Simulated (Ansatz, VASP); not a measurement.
# One calculation of WSe2, two programs

```xyz
6
Lattice="3.1982 0.0000 0.0000 -1.5991 2.7697 0.0000 0.0000 0.0000 12.4145" Properties=species:S:1:pos:R:3 pbc="T T T"
W     0.0000    1.8465    3.1036
W     1.5991    0.9232    9.3109
Se    0.0000    1.8465    7.6297
Se    1.5991    0.9232    1.4225
Se    0.0000    1.8465   10.9920
Se    1.5991    0.9232    4.7848
```

Change from the starting cell: strain -0.0100 x Voigt [1, 1, 0, 0, 0, 0], atoms carried along.

Alike in both runs: task single point; functional PBEsol; dispersion D3(BJ); k mesh 12 × 12 × 4; occupations gaussian, width 0.05 eV; no spin polarisation.

|  | VASP | Ansatz |
| --- | --- | --- |
| version | VASP 6.6.1 | Ansatz 0.2.0 |
| potentials or method | VASP PAW PBE potentials, release 64 (W_sv, Se) | scalar-relativistic, plane waves, PAW |
| plane-wave cutoff (eV) | 520 | 420 |
| valence electrons in the cell | 52 | 92 |

|  | VASP | Ansatz | Ansatz less VASP |
| --- | --- | --- | --- |
| gap on the k mesh at the Fermi level (eV) | 0.70 | 0.71 | +0.007 |
| least direct gap on the mesh (eV) | 1.61 | 1.61 | +0.002 |
| pressure (GPa) | 3.7 | 3.2 | -0.55 |
| largest component of the traceless stress (GPa) | 0.70 | 0.83 | +0.134 |
| rms of the force components (eV/Å) | 0.142 | 0.109 | -0.0325 |

Atom by atom the forces differ by 0.033 eV/Å (rms over components). The two sets of potentials don't hold the same shells in valence.

Caveats: the PAW data sets were made with another functional, which shifts forces and pressure a little (VASP); spin-orbit coupling is left out, which moves the levels of the heavy elements. A k mesh can miss the band edges.
